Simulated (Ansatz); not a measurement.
Set up this calculation in Ansatz 0.2.0, as the native input.

- Task: single point
- Functional: PBE
- Potentials or basis: all-electron LAPW, scalar-relativistic
- Cutoff: 422 eV (chosen from the basis error)
- Basis error allowed: 0.001 eV/atom
- k mesh: 10 × 10 × 10
- Occupations: gaussian, width 0.029 eV
- Spin: no spin polarisation

The system is GaN.

```
CELL_PARAMETERS angstrom
0.00000 2.25350 2.25350
2.25350 0.00000 2.25350
2.25350 2.25350 0.00000
ATOMIC_POSITIONS crystal
Ga 0.00000 0.00000 0.00000
N 0.25000 0.25000 0.25000
```

The cell is a database's computed one.

These files were run (other wordings do the same):

input.yaml

```yaml
crystal:
  lattice:
    - [0.0, 2.2535006075, 2.2535006075]
    - [2.2535006075, 0.0, 2.2535006075]
    - [2.2535006075, 2.2535006075, 0.0]
  atoms:
    - { symbol: Ga, position: [0.0, 0.0, 0.0] }
    - { symbol: "N", position: [0.25, 0.25, 0.25] }
kpoints:
  mp_grid: { grid: [10, 10, 10] }
scf:
  occupations: { method: gaussian, width: 0.029 }
hamiltonian:
  xc: pbe
  pseudopotentials: { kind: all_electron, lapw: { basis_error: 0.001 } }
output:
  forces: true
  stress: true
  eigenvalues: true
```

Potentials or basis: all-electron LAPW, scalar-relativistic.

Command:

```bash
$ ansatz run input.yaml --threads 1 --pin off --max-ram 3072MiB --backend cpu --events-out ev --progress --plain --runs-dir out
```

Results of the run:

- Pressure: 4.9 GPa
- Band gap on the k mesh: 1.73 eV, direct

Run time: 16 s on 1 thread of Intel(R) Xeon(R) Processor @ 2.70GHz (shared host), peak memory 0.32 GiB.
